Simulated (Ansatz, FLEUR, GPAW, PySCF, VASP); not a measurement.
# One calculation of TePb, 6 ways

```xyz
2
Lattice="0.0000 3.2310 3.2310 3.2310 0.0000 3.2310 3.2310 3.2310 0.0000" Properties=species:S:1:pos:R:3 pbc="T T T"
Pb    0.0000    0.0000    0.0000
Te    3.2310    3.2310    3.2310
```

Alike in all runs: task equation of state; functional PBEsol; k mesh 7 × 7 × 7; occupations fermi-dirac, width 0.05 eV; no spin polarisation; no spin-orbit coupling.

| program and potentials | plane-wave cutoff (eV) | notes | equilibrium volume (Å³/atom) | bulk modulus (GPa) |
| --- | --- | --- | --- | --- |
| Ansatz, Ansatz PAW | 420 | potentials made for PBE, which Ansatz adapts in part | 33.41 | 44.8 |
| PySCF, DZVP-MOLOPT-SR/GTH-PBE (potentials made for PBE) | - | atomic basis; potentials made for PBE | 34.51 | 42.4 |
| VASP, PBE PAW files Pb_d, Te, 520 eV | 520 | potentials made for PBE | 33.43 | 44.8 |
| FLEUR, all-electron, FLAPW | - | - | 33.44 | 44.8 |
| GPAW, PAW data sets generated for this functional | 600 | - | 33.20 | 45.0 |
| Ansatz, all-electron LAPW, scalar-relativistic | - | - | 33.42 | 44.8 |

The equilibrium volume spans 33.20 (GPAW, PAW data sets generated for this functional) to 34.51 Å³/atom (PySCF, DZVP-MOLOPT-SR/GTH-PBE (potentials made for PBE)), with all-electron results at 33.42 to 33.44. The bulk modulus spans 42.4 (PySCF, DZVP-MOLOPT-SR/GTH-PBE (potentials made for PBE)) to 45.0 GPa (GPAW, PAW data sets generated for this functional), with all-electron results at 44.8. Rows in atomic bases carry the error of their basis and grid, which can be large.

Differences between rows come from potentials, basis sets and numerical settings, since the functional is the same but for its coding. Runs on potential files found faulty are left out.
